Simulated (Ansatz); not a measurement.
Crystal: PtS2.

```
CELL_PARAMETERS angstrom
3.54320 0.00000 0.00000
-1.77160 3.06850 0.00000
0.00000 0.00000 5.03880
ATOMIC_POSITIONS crystal
Pt 0.00000 0.00000 0.00000
S 0.66667 0.33333 0.77300
S 0.33333 0.66667 0.22700
```

Base run:

* Program: Ansatz 0.2.0
* Functional: PBE0
* Potentials or basis: Ansatz PAW
* Cutoff: 420 eV (not typed: the program's choice for these potentials)
* k mesh: 5 × 5 × 3
* Occupations: fermi-dirac, width 0.05 eV
* Spin: no spin polarisation

Its results: band gap on the k mesh 2.59 eV, indirect (least direct gap 2.86 eV); pressure 6.9 GPa; largest force 0.908 eV/Å.

Problem. After a change of settings the same cell gave: band gap on the k mesh 1.77 eV, indirect (least direct gap 2.03 eV); pressure 7.4 GPa; largest force 0.937 eV/Å. Which change was it?
A. functional from PBE0 to HF
B. functional from PBE0 to PBEsol0
C. functional from PBE0 to r2SCAN0; cutoff from 420 eV (not typed: the program's choice for these potentials) to 500 eV (not typed: the program's choice for these potentials)
D. functional from PBE0 to HSE03

Solution. D.

Caveats: the k mesh misses the band edges, so the gap on the mesh is wider than the one along the path; spin-orbit coupling is left out, which moves the levels of the heavy elements; the PAW data sets come from PBE, with cores solved anew for the run's functional, which leaves a small shift of forces and pressure; the thresholds are loose for stress.
